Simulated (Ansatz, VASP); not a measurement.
**One calculation of Ga, two programs**

```xyz
2
Lattice="1.4500 -4.0650 0.0000 1.4500 4.0650 0.0000 0.0000 0.0000 3.1700" Properties=species:S:1:pos:R:3 pbc="T T T"
Ga    1.4500   -2.9837    0.7925
Ga    1.4500    2.9837    2.3775
```

Alike in both runs: task single point; functional PBE; k mesh 12 × 12 × 10; occupations fermi-dirac, width 0.08 eV; no spin polarisation.

|  | VASP | Ansatz |
| --- | --- | --- |
| version | VASP 6.6.1 | Ansatz 0.2.0 |
| potentials or method | VASP PAW PBE potentials, release 64 (Ga_d), cutoff 520 eV | all-electron LAPW, non-relativistic |

VASP gave:

| Quantity | Value |
| --- | --- |
| pressure (GPa) | 1.7 |
| largest component of the traceless stress (GPa) | 2.38 |
| rms of the force components (eV/Å) | 0.114 |

Q: What did Ansatz give for the same quantities?

A: Pressure (GPa): 1.6; largest component of the traceless stress (GPa): 2.29; rms of the force components (eV/Å): 0.133.

Atom by atom the forces differ by 0.019 eV/Å (rms over components). Ansatz ran all-electron here, so the differences hold the error of VASP's frozen core and of both bases.
